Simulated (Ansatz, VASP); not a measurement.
# Two plane-wave programs on AlCu3

```
CELL_PARAMETERS angstrom
3.49930 0.00000 0.00000
0.00000 3.49930 0.00000
0.00000 0.00000 3.49930
ATOMIC_POSITIONS crystal
Al 0.00000 0.00000 0.00000
Cu 0.50000 0.50000 0.00000
Cu 0.50000 0.00000 0.50000
Cu 0.00000 0.50000 0.50000
```

Change from the starting cell: mode 5 frozen in at +0.000 Å, equal normal strain along x, y and z -0.0250.

Alike in both runs: task single point; functional LDA; k mesh 12 × 12 × 12; occupations gaussian, width 0.15 eV; no spin polarisation.

|  | VASP | Ansatz |
| --- | --- | --- |
| version | VASP 6.6.1 | Ansatz 0.2.0 |
| potentials or method | VASP PAW LDA potentials, release 64 (Al, Cu) | scalar-relativistic, plane waves, PAW |
| plane-wave cutoff (eV) | 520 | 520 |
| valence electrons in the cell | 36 | 60 |

```tsv
	VASP	Ansatz	Ansatz less VASP
gap on the k mesh at the Fermi level (eV)	none	none	-
pressure (GPa)	15.9	15.1	-0.73
```

A gap of «none» marks a metal or a gap that the smearing closes. The two sets of potentials don't hold the same shells in valence. Ansatz warned: «pseudo_functional_mismatch».

Caveats: so large a pressure means that the cell lies far from this level's equilibrium, or that cutoff or potentials fall short (VASP).
